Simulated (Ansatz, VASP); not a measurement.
TaN in VASP and in Ansatz

The input POSCAR:

```
TaN
1.0
    0.0000000000      2.4911437700      2.4911437700
    2.4911437700      0.0000000000      2.4911437700
    2.4911437700      2.4911437700      0.0000000000
Ta N
1 1
Direct
    0.0000000000      0.0000000000      0.0000000000
    0.2500000000      0.2500000000      0.2500000000
```

The input INCAR.step1:

```
PREC = Accurate
ENCUT = 520
ISMEAR = 0
SIGMA = 0.05
LREAL = F
LASPH = T
NELM = 150
ISPIN = 2
MAGMOM = 0.48 -0.01
LMAXMIX = 4
LDAU = T
LDAUTYPE = 1
LDAUL = 2 -1
LDAUU = 4 0
LDAUJ = 0.9 0
NBANDS = 19
GGA = PE
ALGO = Normal
EDIFF = 1E-4
LWAVE = T
LCHARG = F
```

Contents of INCAR.step2:

```
PREC = Accurate
ENCUT = 520
EDIFF = 1E-6
ISMEAR = 0
SIGMA = 0.05
LREAL = F
LASPH = T
NELM = 150
ALGO = Normal
ISIF = 2
LWAVE = F
LCHARG = T
ISPIN = 2
MAGMOM = 0.48 -0.01
LORBIT = 11
LMAXMIX = 4
LDAU = T
LDAUTYPE = 1
LDAUL = 2 -1
LDAUU = 4 0
LDAUJ = 0.9 0
LDAUPRINT = 1
METAGGA = R2SCAN
LMIXTAU = T
LELF = T
LVHAR = T
NBANDS = 19
ISTART = 1
```

KPOINTS

```
Automatic mesh
0
Gamma
  7 7 7
```

Input for Ansatz:

```yaml
crystal:
  lattice:
    - [0.0, 2.49114377, 2.49114377]
    - [2.49114377, 0.0, 2.49114377]
    - [2.49114377, 2.49114377, 0.0]
  atoms:
    - { symbol: Ta, position: [0.0, 0.0, 0.0], spin: 2.0 }
    - { symbol: "N", position: [0.25, 0.25, 0.25] }
basis:
  ecutwfc: 500
  ecutrho_ratio: 4
kpoints:
  mp_grid: { grid: [7, 7, 7] }
hamiltonian:
  xc: r2scan
  hubbard:
    sites:
      - { site: 0, l: d, u: 4.0, j: 0.9, starting_ns: [{ spin: up, occupation_matrix: s0up }, { spin: down, occupation_matrix: s0down }] }
    occupation_matrices:
      s0up:
        matrix:
          - [0.02, 0.0, 0.0, 0.0, 0.0]
          - [0.0, 0.02, 0.0, 0.0, 0.0]
          - [0.0, 0.0, 0.97, 0.0, 0.0]
          - [0.0, 0.0, 0.0, 0.02, 0.0]
          - [0.0, 0.0, 0.0, 0.0, 0.97]
      s0down:
        matrix:
          - [0.02, 0.0, 0.0, 0.0, 0.0]
          - [0.0, 0.02, 0.0, 0.0, 0.0]
          - [0.0, 0.0, 0.02, 0.0, 0.0]
          - [0.0, 0.0, 0.0, 0.02, 0.0]
          - [0.0, 0.0, 0.0, 0.0, 0.02]
    ns_hold: { iters: 10 }
scf:
  occupations: { method: gaussian, width: 0.05 }
  lower_state_search: "off"
  max_iter: 150
output:
  forces: true
  stress: true
  eigenvalues: true
  populations: true
  hubbard: { sites: [{ site: 0, l: d }] }
  write_density: true
  write_potential: true
  elf: true
  volumetric_format: npy
magnetization:
  spin_polarized: true
```

Alike in both runs: task single point; functional r2SCAN; k mesh 7 × 7 × 7; occupations gaussian, width 0.05 eV; collinear spin; Hubbard terms Ta d U = 4.0 eV, J = 0.9 eV.

|  | VASP | Ansatz |
| --- | --- | --- |
| version | VASP 6.6.1 | Ansatz 0.2.0 |
| potentials or method | VASP PAW PBE potentials, release 64 (Ta_pv, N) | scalar-relativistic, plane waves, PAW |
| plane-wave cutoff (eV) | 520 | 500 |
| valence electrons in the cell | 16 | 18 |

```tsv
	VASP	Ansatz	Ansatz less VASP
gap on the k mesh at the Fermi level (eV)	none	none	-
pressure (GPa)	-24.2	-18.4	+5.82
largest component of the traceless stress (GPa)	0.00	0.37	+0.371
net moment per atom (μB)	0.00	0.42	+0.424
size of the moment on the site where the two differ most (μB)	0.00	0.44	+0.435
```

The net moments differ so much that the two runs ended in different magnetic states, which moves the other rows too. Site moments also hang on the region over which each program counts them. The programs project onto different local orbitals, so the same U acts differently. A gap of «none» marks a metal or a gap that the smearing closes. The two sets of potentials don't hold the same shells in valence. Ansatz warned: «filled_band_counts_differ_across_k_points».

Caveats: the PAW data sets were made with another functional, which shifts forces and pressure a little (VASP). Spin-orbit coupling is left out, which matters for the levels of Ta. The state reached can hang on the start; a lower one may exist.
